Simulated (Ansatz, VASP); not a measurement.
**Y in VASP and in Ansatz**

```xyz
1
Lattice="3.1722 0.0000 0.0000 0.0000 3.1722 0.0000 0.0000 0.0000 3.1722" Properties=species:S:1:pos:R:3 pbc="T T T"
Y     0.0000    0.0000    0.0000
```

Alike in both runs: task single point; functional revPBE; k mesh 11 × 11 × 11; occupations fermi-dirac, width 0.1 eV; no spin polarisation.

|  | VASP | Ansatz |
| --- | --- | --- |
| version | VASP 6.6.1 | Ansatz 0.2.0 |
| potentials or method | VASP PAW PBE potentials, release 64 (Y_sv) | plane waves (420 eV) with PAW, scalar-relativistic |
| plane-wave cutoff (eV) | 520 | 420 |
| valence electrons in the cell | 11 | 11 |

|  | VASP | Ansatz | Ansatz less VASP |
| --- | --- | --- | --- |
| pressure (GPa) | 3.7 | 3.8 | +0.06 |

Caveats: the PAW data sets were made with another functional, which shifts forces and pressure a little (VASP).
